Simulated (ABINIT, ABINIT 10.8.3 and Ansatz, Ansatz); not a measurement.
# AgCl (Fm-3m): Bethe-Salpeter spectra with ABINIT

How far does the k mesh set the exciton binding of AgCl (Fm-3m)?

Method: PBE and many-body steps on it, plane waves, in ABINIT 10.8.3 and Ansatz 0.2.0.

## Step 1: The starting structure

Symmetry: Fm-3m, No. 225, cubic system. The conventional cell has a = 5.545 Å, b = 5.545 Å, c = 5.545 Å, α = 90.00°, β = 90.00°, γ = 90.00°. Nearest to Ag lie 6 Cl at 2.77 Å. Nearest to Cl lie 6 Ag at 2.77 Å. Farther neighbours and most contacts between anions are not listed.

The cell and positions are those that the Materials Project relaxed with its own functionals (PBE, PBE+U or r2SCAN), kept fixed.

## Step 2: Empty states on the mesh, 4×4×4 mesh, 103 bands

This step: ABINIT 10.8.3; DFT, PBE, plane waves, norm-conserving pseudopotentials.

The sums over transitions need many empty states on a uniform mesh; this step solves for them.

Input file run.abi:

```
acell 3*1.0 Angstrom
rprim 
  0.000000000000 2.772662996800 2.772662996800
  2.772662996800 0.000000000000 2.772662996800
  2.772662996800 2.772662996800 0.000000000000
ntypat 2
znucl 47 17
natom 2
typat 1 2
xred 
  0.000000000000 0.000000000000 0.000000000000
  0.500000000000 0.500000000000 0.500000000000
pp_dirpath "pseudos"
pseudos "Ag.upf, Cl.upf"
ecut 37
ngkpt 4 4 4
nshiftk 1
shiftk 0 0 0
kptopt 1
chksymbreak 0
irdden 1
istwfk *1
nband 103
prtvol 0
optdriver 6
gwr_task "HDIAGO"
paral_kgb 0
occopt 1
indata_prefix "in"
outdata_prefix "out"
tmpdata_prefix "tmp"
```

The run is started by

```sh
$ OMP_NUM_THREADS=1 mpirun -n 8 abinit run.abi > log
```

The program printed:

```text
.Version 10.8.3 of ABINIT. v10.8.2 released Aug 2026.

 Symmetries : space group Fm -3 m (#225); Bravais cF (face-center cubic)
[... echo of the input left out ...]
== DATASET  1 ==================================================================
-   mpi_nproc: 8, omp_nthreads: 1 (-1 if OMP is not activated)

--- !DatasetInfo
iteration_state: {dtset: 1, }
dimensions: {natom: 2, nkpt: 8, mband: 103, nsppol: 1, nspinor: 1, nspden: 1, mpw: 3119, }
cutoff_energies: {ecut:  37.0, pawecutdg:  -1.0, }
[...]
Indirect band gap semiconductor
 Fundamental gap:     0.913 (eV)
   VBM:     4.678 (eV) at k: [ 5.0000E-01,  0.0000E+00,  0.0000E+00]
   CBM:     5.591 (eV) at k: [ 0.0000E+00,  0.0000E+00,  0.0000E+00]
 Direct gap:         3.230 (eV) at k: [ 0.0000E+00,  0.0000E+00,  0.0000E+00]

== END DATASET(S) ==============================================================
================================================================================

 -outvars: echo values of variables after computation  --------
           etotal      0.0000000000E+00
            nband         103
             nkpt           8
          spgroup         225
 [... the other variables as echoed above ...]

 Calculation completed.
```

The job ended after 51 s (8 MPI ranks of Arm Neoverse N1, shared host; peak memory 4.6 GiB; 6.8 min of CPU time).

Numbers from this step:

* gap: 0.9128 eV
* k of the valence top: 0.5, 0, 0
* k of the conduction bottom: 0, 0, 0
* least direct gap: 3.230 eV
* k points computed: 8
* lowest point of the top converged band, above the valence top: 80.6275 eV

On this mesh the gap is 0.913 eV.

The density comes from a self-consistent run that is not shown.

## Step 3: Screening, 4×4×4 mesh, 95 bands, screening to 149.7 eV

The RPA dielectric matrix is built and inverted for each q.

This step: RPA screening on PBE, plane waves, norm-conserving pseudopotentials.

run.abi: that of step 2 with these lines changed.

```diff
@@ -20,10 +20,11 @@
 chksymbreak 0
-irdden 1
 istwfk *1
-nband 103
-prtvol 0
-optdriver 6
-gwr_task "HDIAGO"
-paral_kgb 0
 occopt 1
+irdwfk 1
+optdriver 3
+nband 95
+ecuteps 5.5
+inclvkb 2
+awtr 1
+symchi 1
 indata_prefix "in"
```

The program printed:

```text
.Version 10.8.3 of ABINIT. v10.8.2 released Aug 2026.

 Symmetries : space group Fm -3 m (#225); Bravais cF (face-center cubic)
[... echo of the input left out ...]
== DATASET  1 ==================================================================
-   mpi_nproc: 8, omp_nthreads: 1 (-1 if OMP is not activated)

--- !DatasetInfo
iteration_state: {dtset: 1, }
dimensions: {natom: 2, nkpt: 8, mband: 95, nsppol: 1, nspinor: 1, nspden: 1, mpw: 3119, }
cutoff_energies: {ecut:  37.0, pawecutdg:  -1.0, }
[...]
--------------------------------------------------------------------------------
[... chi0 elements left out ...]
 For q-point:  0.000010 0.000020 0.000030
  dielectric constant =   5.2841
  dielectric constant without local fields =   5.7359

  Average fulfillment of the sum rule on Im[epsilon] for q-point    1 :     62.26  [%]
[... wings left out ...]
  q-point number  2        q = ( 0.250000, 0.000000, 0.000000) [r.l.u.]
--------------------------------------------------------------------------------
[... chi0 elements left out ...]
  Average fulfillment of the sum rule on Im[epsilon] for q-point    2 :     75.77  [%]

 [... 6 further q-points ...]
```

It took 32 s on 8 MPI ranks; peak memory 1.2 GiB.

Numbers from this step:

* ε∞ with local fields, on this mesh, along the program's q direction: 5.284
* the same without local fields: 5.736
* plasma frequency: 29.00 eV
* plane waves in the screening matrix: 169

Local fields lower ε∞ by 8 %. On a Γ-centred mesh this coarse the value itself is usually too large, while a short band sum pulls it down.

## Step 4: Self-energy, 4×4×4 mesh, 95 bands, screening to 149.7 eV

The self-energy is evaluated for the states that the input lists, and the levels follow from it, in one-shot runs by the linearised quasiparticle equation.

This step: G0W0 on PBE, plane waves, norm-conserving pseudopotentials.

run.abi: that of step 3 with these lines changed.

```diff
@@ -23,8 +23,17 @@
 irdwfk 1
-optdriver 3
+optdriver 4
 nband 95
+gwcalctyp 0
+ecutsigx 37
+symsigma 1
+nkptgw 2
+kptgw 
+  0.5000000000 0.0000000000 0.0000000000
+  0.0000000000 0.0000000000 0.0000000000
+bdgw 
+  12 15
+  11 17
 ecuteps 5.5
-inclvkb 2
-awtr 1
-symchi 1
+irdscr 1
+ppmodel 1
 indata_prefix "in"
```

The program printed:

```text
.Version 10.8.3 of ABINIT. v10.8.2 released Aug 2026.

 Symmetries : space group Fm -3 m (#225); Bravais cF (face-center cubic)
[... echo of the input left out ...]
== DATASET  1 ==================================================================
-   mpi_nproc: 8, omp_nthreads: 1 (-1 if OMP is not activated)

--- !DatasetInfo
iteration_state: {dtset: 1, }
dimensions: {natom: 2, nkpt: 8, mband: 95, nsppol: 1, nspinor: 1, nspden: 1, mpw: 3119, }
cutoff_energies: {ecut:  37.0, pawecutdg:  -1.0, }
[...]
Band     E0 <VxcDFT>   SigX SigC(E0)      Z dSigC/dE  Sig(E)    E-E0       E
[...]
16  15.379 -12.290  -6.936  -4.381   0.822  -0.217 -11.491   0.799  16.178
       17  15.379 -12.290  -6.936  -4.381   0.822  -0.217 -11.491   0.799  16.178

== END DATASET(S) ==============================================================
================================================================================

 -outvars: echo values of variables after computation  --------
           etotal      0.0000000000E+00
            nband          95
             nkpt           8
          spgroup         225
 [... the other variables as echoed above ...]

 Calculation completed.
```

The job ended after 8.7 s (8 MPI ranks; peak memory 1.3 GiB; 68 s of CPU time).

Numbers from this step:

| Item | Value |
| --- | --- |
| G0W0 gap on the points computed | 2.101 eV |
| starting gap on the mesh | 0.9128 eV |
| k of the valence top | 0.5, 0, 0 |
| k of the conduction bottom | 0, 0, 0 |
| least direct G0W0 gap on the computed points | 4.645 eV |

The gap on the mesh goes from 0.91 eV to 2.10 eV, a correction of +1.19 eV.

The gap opens by 1.188 eV; the next steps shift the empty bands rigidly by 1.188 eV. The least direct G0W0 gap is 4.645 eV, so this shift leaves the direct transitions −0.23 eV off.

## Step 5: Excitons

Light makes an electron and a hole together. The Bethe-Salpeter equation adds their screened attraction and their exchange, in a window of bands around the gap.

This step: Bethe-Salpeter equation on PBE with a scissors shift, plane waves, norm-conserving pseudopotentials.

run.abi: that of step 4 with these lines changed.

```diff
@@ -23,17 +23,17 @@
 irdwfk 1
-optdriver 4
-nband 95
-gwcalctyp 0
-ecutsigx 37
-symsigma 1
-nkptgw 2
-kptgw 
-  0.5000000000 0.0000000000 0.0000000000
-  0.0000000000 0.0000000000 0.0000000000
-bdgw 
-  12 15
-  11 17
-ecuteps 5.5
+optdriver 99
+bs_calctype 1
+mbpt_sciss 1.188 eV
+bs_loband 6
+nband 15
+bs_exchange_term 1
+bs_coulomb_term 11
+bs_coupling 0
+bs_algorithm 1
+bs_freq_mesh 0 10 0.1 eV
+zcut 0.15 eV
+ecuteps 4
+ecutwfn 18.5
+inclvkb 2
 irdscr 1
-ppmodel 1
 indata_prefix "in"
```

The program printed:

```text
.Version 10.8.3 of ABINIT. v10.8.2 released Aug 2026.

 Symmetries : space group Fm -3 m (#225); Bravais cF (face-center cubic)
[... echo of the input left out ...]
== DATASET  1 ==================================================================
-   mpi_nproc: 8, omp_nthreads: 1 (-1 if OMP is not activated)

--- !DatasetInfo
iteration_state: {dtset: 1, }
dimensions: {natom: 2, nkpt: 8, mband: 15, nsppol: 1, nspinor: 1, nspden: 1, mpw: 1106, }
cutoff_energies: {ecut:  18.5, pawecutdg:  -1.0, }
electrons: {nelect:   2.60000000E+01, charge:   0.00000000E+00, occopt:   1.00000000E+00, tsmear:   1.00000000E-02, }

 Exciton: Calculation of dielectric properties by solving the Bethe-Salpeter equation
 in frequency domain and reciprocal space on a transitions basis set.
 Based on a program developed by L. Reining, V. Olevano, F. Sottile,
 S. Albrecht, and G. Onida. Incorporated in ABINIT by M. Giantomassi.

.Using double precision arithmetic ; gwpc =  8

[... cell and pseudopotentials left out ...]
--------------------------------------------------------------------------------

 ==== K-mesh for the wavefunctions ====
 Number of points in the irreducible wedge :     8
[... list of points left out ...]
 Together with 48 symmetry operations and time-reversal symmetry
 yields    64 points in the full Brillouin Zone.

 ==== Q-mesh for the screening function ====
 Number of points in the irreducible wedge :     8
[... list of points left out ...]
 Together with 48 symmetry operations and time-reversal symmetry
 yields    64 points in the full Brillouin Zone.

 vcoul_init : cutoff-mode = AUXILIARY_FUNCTION
 q-points for optical limit:   1
     1)      0.000010    0.000020    0.000030
 setmesh: FFT mesh size selected  =    24x   24x   24
          total number of points  =        13824

 ==== Fundamental parameters for the solution of the Bethe-Salpeter equation: ====
 Algorithm: Direct diagonalization.
 Dimension of the v, W matrices,  npweps  = 113
 Cutoff for the wavefunctions,    npwwfn  = 1067
 Number of k-points in the IBZ,   nkibz   = 8
 Highest empty band included,     nband   = 15
 === Spin UP ===
 Number of resonant transitions          1024
 Lowest occupied state                   6
 Highest occupied state                  13
 Lowest unoccupied state                 14
 Highest unoccupied state                15
 Minimum frequency [eV]           Emin    =   0.00
 Maximum frequency [eV]           Emax    =  10.00
 Frequency step [eV]              dE      =   0.10
 Lorentzian broadening [eV]       eta     =   0.15
 RPA L0 with KS energies and KS wavefunctions
 Scissors operator energy [eV] =          1.19
 Local fields effects (v term) included
 Excitonic effects (W term) included
 Full W_GG' included
 W is read from an external SCR file
 Resonant-only calculation (Hermitian case)

 Calculating epsilon_Macro(q-->0,w), along the following directions:
 q = (  0.962909  0.000000  0.000000) [r.l.u.]
 q = (  0.000000  0.962909  0.000000) [r.l.u.]
 q = (  0.000000  0.000000  0.962909) [r.l.u.]
 q = (  0.000000  0.833904  0.833904) [r.l.u.]
 q = (  0.833904  0.000000  0.833904) [r.l.u.]
 q = (  0.833904  0.833904  0.000000) [r.l.u.]
 Number of electrons calculated from density =   25.9695; Expected =   26.0000
 average of density, n =  0.090270
 r_s =    1.3829
 omega_plasma =   28.9820 [eV]

. Writing resonant excitonic Hamiltonian on file out_BSR; file size=   0.01 [Gb].
 Direct diagonalization of the resonant excitonic Hamiltonian, Matrix size= 1024
. Using LAPACK sequential version.
 Excitonic eigenvalues in eV up to n=   32
   3.86233   3.86292   3.86309   3.88067   3.88201   3.97554   3.97674   3.97696
   4.27182   4.27450   4.32461   4.32876   4.33048   4.39406   4.39708   4.39726
   4.40044   4.40117   4.40166   4.43183   4.43215   4.43229   4.45021   4.45025
   4.80087   4.85382   4.86825   4.87315   4.87808   4.87861   4.88633   4.89147

 First excitonic eigenvalue=    3.86 [eV]
 Last  excitonic eigenvalue=   13.84 [eV]

 GW  direct gap       4.42  0.00 [eV]
 EXC direct gap       3.86  0.00 [eV]
 EXC binding energy   0.56  0.00 [eV]

 Excitonic eigenvalues up to the GW energy gap [eV]
  1 (  3.86  0.00)
  2 (  3.86  0.00)
  3 (  3.86  0.00)
  4 (  3.88  0.00)
  5 (  3.88  0.00)
  6 (  3.98  0.00)
[...]
17 (  4.40  0.00)
 18 (  4.40  0.00)
 19 (  4.40  0.00)

 Macroscopic dielectric function:
 omega [eV] <KS_RPA_nlf>  <GW_RPA_nlf>  <BSE>
   0.0000   4.3184   0.0000   3.6825   0.0000   4.1124   0.0000
   0.1000   4.3199   0.0045   3.6833   0.0022   4.1136   0.0036
   0.2000   4.3244   0.0090   3.6854   0.0043   4.1171   0.0072
   0.3000   4.3319   0.0136   3.6891   0.0065   4.1231   0.0108
   0.4000   4.3425   0.0183   3.6941   0.0088   4.1315   0.0145
   0.5000   4.3563   0.0232   3.7007   0.0110   4.1423   0.0183
   0.6000   4.3733   0.0282   3.7088   0.0133   4.1558   0.0222
   0.7000   4.3937   0.0334   3.7184   0.0157   4.1718   0.0262
   0.8000   4.4176   0.0389   3.7297   0.0181   4.1905   0.0304
   0.9000   4.4453   0.0447   3.7425   0.0206   4.2121   0.0348

 Writing KS-RPA macroscopic dielectric function without local fields to file: out_RPA_NLF_MDF
 Writing GW-RPA macroscopic dielectric function without local fields to file: out_GW_NLF_MDF
 Writing EXC Macroscopic dielectric function to file: out_EXC_MDF

== END DATASET(S) ==============================================================
================================================================================

 -outvars: echo values of variables after computation  --------
           etotal      0.0000000000E+00
            nband          15
             nkpt           8
          spgroup         225
 [... the other variables as echoed above ...]

 Calculation completed.
```

The job ended after 43 s (8 MPI ranks; peak memory 0.69 GiB).

Numbers from this step:

- direct gap of the transition levels: 4.418 eV
- transitions in the window: 1024
- first strong exciton (over a fiftieth of the strongest listed): 3.862 eV
- lowest state: 3.862 eV
- binding of the lowest state below the direct gap: 0.5555 eV
- Coulomb term of one mesh cell: 0.5539 eV

The binding is 1.0 times the screened Coulomb term of one mesh cell (0.55 eV), so it is not shown settled.

The lowest state lies at 3.862 eV, 0.556 eV under the direct gap.

Lines within 3 meV are set at the lowest of them, and the highest group, which the list may cut short, is left out. Lines of the exciton spectrum (strongest = 100):

```
position (eV)  lines merged  oscillator strength, relative
        3.862             3                            100
        3.881             2                            0.3
        3.975             3                            0.1
        4.272             2                            0.1
        4.325             1                             45
        4.329             2                             87
        4.394             1                            0.0
```

Mean over the three Cartesian directions of q; broadening 0.15 eV; transition window only. Limits: finite bands, cutoff and mesh; d shell near the gap, gap tends to lie low; no spin-orbit coupling; coarse k mesh; exciton not shown settled in the k mesh. The ε₂ by photon energy; read off at these points:

```
photon energy (eV)     BSE  no electron-hole interaction  Kohn-Sham, no shift
              0.00       0                             0                    0
              0.30  0.0108                        0.0065               0.0136
              0.50  0.0183                         0.011               0.0232
              0.80  0.0304                        0.0181               0.0389
              1.10  0.0443                        0.0259               0.0576
              1.40  0.0610                        0.0348               0.0813
              1.60  0.0746                        0.0415                0.102
              1.90   0.101                        0.0535                0.144
              2.20   0.137                        0.0685                0.211
              2.40   0.171                        0.0810                0.287
              2.70   0.250                         0.106                0.523
              3.00   0.399                         0.141                 1.46
              3.20   0.597                         0.176                 3.96
              3.50    1.45                         0.259                 3.44
              3.80    6.89                         0.436                 8.09
              3.90    7.89                         0.547                 4.95
              4.10    5.12                          1.01                 3.49
              4.30    10.2                          2.67                 4.05
              4.60    3.45                          3.05                 2.90
              4.90    4.12                          8.89                 11.6
              5.10    2.67                          4.69                 10.7
              5.40    6.27                          4.47                 4.48
              5.60    13.7                          2.86                 2.67
              5.70    10.8                          2.59                 2.40
              5.90    4.59                          4.24                 3.79
              6.20    2.66                          14.2                 4.19
              6.50    3.00                          4.87                 3.52
              6.70    5.23                          3.50                 2.72
              6.80    4.03                          2.61                 1.82
              7.00    3.37                          2.85                 1.13
              7.30    1.93                          5.65                 1.06
              7.60   0.960                          3.33                 2.83
              7.80   0.849                          3.35                 3.36
              8.10    1.43                          1.28                 3.37
              8.40    3.07                         0.987                 4.04
              8.60    2.77                          1.43                 3.88
              8.90    3.05                          3.31                 1.85
              9.00    3.27                          3.32                 1.53
              9.20    2.92                          3.16                 1.06
              9.50    1.49                          3.52                0.755
              9.70    1.10                          3.83                 1.24
             10.00   0.646                          2.37                 1.89
```

(Continued in part 2 of 3.)

[Paths, hosts, dates, memory and timing lines, banners, echoed tables and standing remarks are left out of the program output.]

[Logs are printed without paths, hosts, clocks, repeated set-up lines and the standing remarks that a program may print on its own settings, such as how far it seeks lower states.]

[Runs of the session that timed out or met a known fault of the program may be left out.]

[Hosts, paths, dates, database ids (printed as entryN), source tags and the programs' standing remarks are cut or masked in the printed files.]

[G0W0 gaps are taken among the corrected bands and points alone; a level outside them can change the order at an edge.]

[Where Ansatz stands beside ABINIT at settings called matched, ABINIT's density can come from a denser mesh and the files from another edition; pairs whose starting gaps differed by over 0.03 eV were left out, so agreement reads better than it is.]
